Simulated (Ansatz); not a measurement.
InSb₃ (Fm-3m)

Level of theory: Ansatz, DFT r2SCAN, scalar-relativistic, plane waves, PAW.

Cutoff 500 eV; k points 10×10×10 on the computed 4-atom cell (Γ-centred); Gaussian smearing, width 0.10 eV; no spin polarisation.

The structure is relaxed at this level of theory with its symmetry kept. Whether it is the stable form of this composition wasn't checked.

```cif
data_structure
_symmetry_space_group_name_H-M 'Fm-3m'
_symmetry_Int_Tables_number 225
_cell_length_a 7.5449
_cell_length_b 7.5449
_cell_length_c 7.5449
_cell_angle_alpha 90.000
_cell_angle_beta 90.000
_cell_angle_gamma 90.000
_cell_volume 429.49
loop_
_atom_site_label
_atom_site_type_symbol
_atom_site_symmetry_multiplicity
_atom_site_Wyckoff_symbol
_atom_site_fract_x
_atom_site_fract_y
_atom_site_fract_z
_atom_site_occupancy
In1 In 4 a 0.00000 0.00000 0.00000 1
Sb1 Sb 8 c 0.25000 0.75000 0.75000 1
Sb2 Sb 4 b 0.50000 0.00000 0.00000 1
```

| Quantity | Value |
| --- | --- |
| Space group | Fm-3m (No. 225) |
| Volume per atom | 26.84 Å³ |
| Formation energy from the elements' standard states (uncorrected) | +0.254 eV/atom |
| Generalised Kohn–Sham band gap | none (metal) |
| Density of states at the Fermi level | 2.38 states/eV per cell |
| Löwdin character within 0.5 eV of the Fermi level | Sb 5p 72 %, In 5p 14 % |
| Bulk modulus | 56 GPa |
| Its pressure derivative | 4.7 |
| Bader charges (e) | In (1 in the cell) 0.33, Sb (2 in the cell) -0.18, Sb (1 in the cell) 0.02 |

Spin-orbit coupling is left out, which matters for the bands of heavy elements.

Cost: 6 runs of about 4.1 core-minutes in all, on Intel Xeon Platinum 8259CL (Skylake/Cascade Lake) (shared hosts).